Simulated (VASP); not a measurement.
Write the native input for VASP 6.6.1 that does the following.

```
Task                               : band structure
Functional                         : PBE
Potentials or basis                : VASP PAW PBE potentials, release 64 (B, N)
Cutoff                             : 520 eV
k mesh                             : 9 × 9 × 3
Occupations                        : gaussian, width 0.03 eV
Spin                               : no spin polarisation
Grid for exact exchange (PRECFOCK) : Fast
Further INCAR settings             : ALGO = Normal; EDIFF = 1e-07; NBANDS = 16
```

The structure of BN lies in POSCAR:

```
BN                                      
1.0
    2.5065023622      0.0000000000      0.0000000000
   -1.2532511811      2.1706947204     -0.0000000000
    0.0000000000     -0.0000000000      6.5737408836
  B               N             
     2     2
Direct
     0.3333333332999970    0.6666666667000030    0.2500000000000000
     0.6666666667000030    0.3333333332999970    0.7500000000000000
     0.3333333332999970    0.6666666667000030    0.7500000000000000
     0.6666666667000030    0.3333333332999970    0.2500000000000000
```

The input as run:

INCAR

```
ALGO     = Normal         # electronic algorithm
EDIFF    = 1E-7           # SCF threshold, eV
ENCUT    = 520            # plane-wave cutoff, eV
GGA      = PE             # functional
ISIF     = 2              # what is computed and relaxed
ISMEAR   = 0              # smearing method
KPAR     = 4            
LASPH    = True           # aspherical terms in the spheres
LCHARG   = False          # write CHGCAR
LREAL    = False          # projectors in reciprocal space
LWAVE    = False          # write WAVECAR
NBANDS   = 16             # bands
NELM     = 80             # most SCF steps
PREC     = Accurate       # precision mode
SIGMA    = 0.03           # smearing width, eV
```

KPOINTS

```
k-points
0
Gamma
  9 9 3
```

KPOINTS_OPT

```
explicit points
6
Reciprocal
 0.0000000000  0.0000000000  0.0000000000 1
 0.0000000000  0.0000000000  0.5000000000 1
 0.3333333333  0.3333333333  0.5000000000 1
 0.3333333333  0.3333333333  0.0000000000 1
 0.5000000000  0.0000000000  0.5000000000 1
 0.5000000000  0.0000000000  0.0000000000 1
```

Potentials or basis: VASP PAW PBE potentials, release 64 (B, N).

The run is started by

```console
$ cat potpaw_PBE.64/B/POTCAR potpaw_PBE.64/N/POTCAR > POTCAR
$ mpirun -np 4 vasp_std > vasp.out
```

Results of the run:

```yaml
Pressure: 2.8 GPa
Band_gap_on_the_k_mesh: 4.40 eV, indirect (least direct gap 4.65 eV)
Band_gap_along_the_path: 4.26 eV, indirect (least direct gap 4.63 eV)
```

Caveat: the mesh misses the band edges, which the band path finds closer together; this functional lacks dispersion, which binds the layers, so the pressure and a relaxed spacing across them are unreliable.

Run time: 3.2 s on 4 MPI ranks on Intel(R) Xeon(R) 6975P-C (Granite Rapids), on a shared host, peak memory 0.14 GiB a rank.
